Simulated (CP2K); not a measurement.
Hf:

```
Hf
1.0
     3.19670    0.00000    0.00000
    -1.59835    2.76842    0.00000
     0.00000    0.00000    5.05780
Hf
2
Direct
  0.66667 0.33333 0.75000
  0.33333 0.66667 0.25000
```

Base run:

```yaml
Program: CP2K 2026.2
Functional: BLYP
Dispersion: D4
Potentials_or_basis: GTH_POTENTIALS Hf GTH-PBE-q12; TZVP-MOLOPT-PBE-GTH basis
Density_cutoff: 6123 eV
k_mesh: 10 × 10 × 5
Occupations: fermi-dirac, width 0.05 eV
Spin: no spin polarisation
```

Its results: band gap on the k mesh none (metal or under the smearing width); pressure 0.7 GPa.

Problem. The run is repeated on the same cell with these changes: dispersion from D4 to D3. What comes out?

Solution. Band gap on the k mesh none (metal or under the smearing width); pressure -4.2 GPa.

Caveats: the potentials were made for another functional, which shifts forces and pressure; the basis of atomic orbitals isn't converged, which shifts pressures, moduli and gaps; pairwise dispersion overbinds metals, which lowers pressure and volume.
